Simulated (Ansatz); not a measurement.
# GaP (F-43m) in Ansatz: settings compared, part 2 of 2

Ansatz 0.2.0.

### 5 Single point, PBE

Input file input.yaml:

```yaml
crystal:
  lattice:
    - [0.0, 2.72525, 2.72525]
    - [2.72525, 0.0, 2.72525]
    - [2.72525, 2.72525, 0.0]
  atoms:
    - { symbol: Ga, position: [0.0, 0.0, 0.0] }
    - { symbol: P, position: [0.75, 0.75, 0.75] }
kpoints:
  mp_grid: { grid: [4, 4, 4] }
scf:
  occupations: { method: fermi_dirac, width: 0.03 }
hamiltonian:
  xc: pbe
  pseudopotentials: { kind: all_electron, lapw: { basis_error: 0.003 } }
output:
  forces: true
  stress: true
  eigenvalues: true
```

Potentials or basis: all-electron LAPW, scalar-relativistic.

Run with:

```
$ ansatz run input.yaml --threads 1 --pin off --max-ram 3072MiB --backend cpu --events-out ev --progress --plain --runs-dir out
```

Log:

```text
Warning: RAYON_NUM_THREADS=1 ignored (pool sized by the plan → 1); use --threads N
LAPW: plane waves up to 7.933 Å⁻¹, error target 3.0e-3 eV per atom; small_component_spin mean_spin; P in spheres of 1.052 Å, 13 of its electrons in bands, Dirac shells []; Ga in spheres of 1.308 Å, 21 of its electrons in bands, Dirac shells [] (how accurate: hamiltonian.pseudopotentials.lapw.basis_error, Limitations)
Engine: ansatz 0.2.0, x86_64-unknown-linux-gnu
Pseudopotentials: kind: all_electron
Pseudopotential: Ga, LAPW, valence charge 21, lapw/all_electron/scalar/gaussian/Ga, Koelling and Harmon's equation, gaussian nucleus
Pseudopotential: P, LAPW, valence charge 13, lapw/all_electron/scalar/gaussian/P, Koelling and Harmon's equation, gaussian nucleus
Functional definition: PBE
  parameter kappa = 0.804
  parameter beta = 0.06672455060314922
  exchange = pbe_x(kappa = kappa, mu = beta*pi^2/3)
  correlation = pbe_c(beta = beta)
Crystal: 2 atoms, lattice volume = 40.481 Å³
Basis set: ecut = 239.77966044252096 eV, 331 PW (Γ), exchange–correlation at level 2
Bands: 21, of which v1, the nominal top of the filled ones, is band 17 counted from 1 (16 counted from 0)
Symmetry: 24 space group operations
Space group: F-43m (ITA 216), of the structure as read, at distance tolerance 3.4e-5 Å
k-points: 8 of 64 (time reversal used)
Non-local potential: Ga, projectors of the file, none
Non-local potential: P, projectors of the file, none
Initial density: superposition of atomic densities (chi_scale 0.1, normalization cell, long waves kept (reshape's long-wave potential 0.00 eV rms))
Initial wavefunctions: plane waves of lowest kinetic energy (no species holds an atomic orbital)
Functional: x = pbe(κ = 0.804, μ = 0.2195149727645171), c = pbe(β = 0.06672455060314922)
iter 1 solved again at ethr=2.73e-3 eV; its pass at ethr=1.00e-1 eV (dr2=9.27e-1 eV) is discarded
SCF iter   1: F=—  HF=-62209.826451 eV  |F-HF|=—  |Δ(HF+E_count)|=         —  Δρ=4.04e-2  dr2=9.28e-1  ethr=2.73e-3  ⟨swp⟩=2.0  Hψ=1143  notcnv=0
preconditioner: auto → none  [insulator: Δε(μ)=2.034 eV  Ē_g=14.952 eV  σ=0.030 eV  W_gap=1.00  n_scr=14 (ndim 8)  ℏωp=24.8 eV  f_vac=0.018  D(μ)=0.00/eV (n_scr^D=0)  ε∞_Penn≈3.7]
iter 2 solved again at ethr=2.63e-4 eV; its pass at ethr=2.73e-3 eV (dr2=8.95e-2 eV) is discarded
SCF iter   2: F=—  HF=-62209.557925 eV  |F-HF|=—  |Δ(HF+E_count)|=   2.69e-1  Δρ=1.60e-2  dr2=8.94e-2  ethr=2.63e-4  ⟨swp⟩=2.0  Hψ=867  notcnv=0
SCF iter   3: F=—  HF=-62209.535746 eV  |F-HF|=—  |Δ(HF+E_count)|=   2.22e-2  Δρ=7.22e-3  dr2=1.71e-2  ethr=2.63e-4  ⟨swp⟩=2.0  Hψ=489  notcnv=0
SCF iter   4: F=—  HF=-62209.532611 eV  |F-HF|=—  |Δ(HF+E_count)|=         —  Δρ=1.73e-3  dr2=1.07e-3  ethr=5.02e-5  ⟨swp⟩=2.0  Hψ=489  notcnv=0
the basis was enlarged: its passes take 90.8 KiB over the memory plan, 1 of 1 planned eigensolver slots
SCF iter   5: F=—  HF=-62209.531913 eV  |F-HF|=—  |Δ(HF+E_count)|=   6.98e-4  Δρ=3.10e-4  dr2=2.38e-5  ethr=3.14e-6  ⟨swp⟩=2.5  Hψ=462  notcnv=0
SCF iter   6: F=—  HF=-62209.531959 eV  |F-HF|=—  |Δ(HF+E_count)|=   4.64e-5  Δρ=4.46e-5  dr2=5.34e-7  ethr=7.01e-8  ⟨swp⟩=3.0  Hψ=490  notcnv=0
SCF iter   7: F=-62209.531961 eV  HF=-62209.531961 eV  |F-HF|=1.21e-8  |Δ(HF+E_count)|=   1.44e-6  Δρ=4.60e-6  dr2=1.05e-8  ethr=1.57e-9  ⟨swp⟩=3.0  Hψ=489  notcnv=0
SCF 1 converged in 7 iterations: F = -62209.531961 eV  dr2 = 1.05e-8
SCF converged after 7 iterations
Free energy (F): -62209.531961 eV
Harris-Foulkes:  -62209.531961 eV  (|F-HF|=1.21e-8)
Internal energy: -62209.531961 eV  (E = F + TS)
E sigma→0 (E₀):  -62209.531961 eV
Fermi energy:    9.384072 eV
--- Per-component energies (eV) ---
  E_band       = -1790.247496
  E_kinetic    = 63284.759612
  E_xc         = -2692.033816
  E_electrostatic = -122802.257757  (all electrons and nuclei)
  E_smearing   = -0.000000  (= −TS)
  E_closure    = 0.000000  (closes the sum)
  E_atoms      = -62200.568823  (free atoms, spherical and without spin; not in F)
  Σ components = -62209.531961   (vs F -62209.531961, Δ=0.00e0)
  Basis errors (estimates in eV, not in F): energy 1.3e-3 per atom: plane waves 1.1e-3 (6.7e-4 summed), levels above the bands 7.1e-102, relativity 9.2e-8, radial functions 1.3e-4, core shells 2.4e-11; eigenvalues (radial functions only) 2.3e-5; not estimated: angular momenta, meshes, grids; target (lapw.basis_error) 3.0e-3; muffin-tin radii P 1.052 Å, Ga 1.308 Å
--- Forces (eV/Å), atoms counted from 1 ---
  atom   1  Ga     0.00000000    -0.00000000    -0.00000000
  atom   2  P     -0.00000000     0.00000000     0.00000000
  max |Σ_I F_I| component: 2.78e-17 eV/Å
--- Stress (GPa, compression-positive) ---
        2.914572      -0.000000      -0.000000
       -0.000000       2.914572       0.000000
       -0.000000       0.000000       2.914572
  P = ⅓ Tr σ = 2.9146 GPa (29.146 kbar)
--- Band table (eV; the first three rows and the last of 8) ---
  k-point 0: bands = ["-159.1038", "-134.8033", "-109.5770", "-109.5770", "-109.5770", "-85.5348", "-85.5348", "-85.5348", "-5.9972", "-5.9972", "-5.9972", "-5.8997", "-5.8997", "-3.9250", "8.5752", "8.5752", "8.5752", "10.3966", "12.4337", "12.4337", "12.4337"]
  k-point 1: bands = ["-159.1038", "-134.8033", "-109.5770", "-109.5770", "-109.5770", "-85.5348", "-85.5348", "-85.5348", "-6.0407", "-5.9825", "-5.9825", "-5.8983", "-5.8983", "-3.1479", "4.6892", "7.9087", "7.9087", "10.7172", "13.2912", "13.2912", "14.9192"]
  k-point 2: bands = ["-159.1038", "-134.8033", "-109.5770", "-109.5770", "-109.5770", "-85.5348", "-85.5348", "-85.5348", "-6.0782", "-5.9727", "-5.9727", "-5.8920", "-5.8920", "-1.8526", "1.9241", "7.4515", "7.4515", "10.2336", "13.2646", "13.2646", "16.8450"]
  k-point 7: bands = ["-159.1038", "-134.8033", "-109.5770", "-109.5770", "-109.5770", "-85.5348", "-85.5348", "-85.5348", "-6.0948", "-5.9587", "-5.9379", "-5.9144", "-5.8909", "-0.8540", "2.0045", "4.9887", "5.1401", "13.2642", "13.4292", "14.6536", "14.7056"]
```

It took 3.7 s on 1 thread of Intel Xeon Platinum 8488C (Sapphire Rapids), shared host; peak memory 0.26 GiB.

Results:

```
Free energy            : -62209.5320 eV
Pressure               : 2.9 GPa
Band gap on the k mesh : 1.63 eV, indirect (least direct gap 1.82 eV)
```

Caveat: the k mesh is coarse (spacing up to 0.50 Å⁻¹), so the values aren't converged.

### 6 Overview

| task | level | cell | k mesh | cutoff (eV) | smearing | basis error allowed | mesh quality | gap on the mesh (eV) | pressure (GPa) | relaxed volume (Å³/atom) |
| --- | --- | --- | --- | --- | --- | --- | --- | --- | --- | --- |
| single point | PBE | as given | 8 × 8 × 8 | 278 | gaussian 0.011 eV | 0.001 eV/atom | not flagged | 1.64 | 2.5 | - |
| relaxation of cell and atoms | PBE+D4 | relaxed | 8 × 8 × 8 | - | fermi-dirac 0.05 eV | 0.001 eV/atom | not flagged | 1.63 | 0.0 | 20.04 |
| relaxation of cell and atoms | PBE+D3(BJ) | relaxed | 8 × 8 × 8 | - | fermi-dirac 0.05 eV | 0.001 eV/atom | not flagged | 1.64 | 0.0 | 20.18 |
| single point | PBE | as given | 4 × 4 × 4 | 240 | fermi-dirac 0.03 eV | 0.003 eV/atom | coarse | 1.63 | 2.9 | - |

Alike in all rows: potentials or basis all-electron LAPW, scalar-relativistic; no spin polarisation.

Caveats: some runs use coarse meshes.

Compare energies only between runs with the same functional and basis.

### 7 Comparison with measurements

Step 2. Measured gap of GaP: 2.34 eV (indirect; 10 K; quoted in “Stacking defects in GaP nanowires: Electronic structure and optical properties”, 2018, arxiv:1810.01194). This calculation gives 1.64 eV (-0.70 eV). Spin-orbit coupling on Ga is left out. The value is that of PBE on a finite k mesh, which can miss the band edges, without temperature or zero-point motion. Semilocal functionals fall short of measured gaps as a rule.
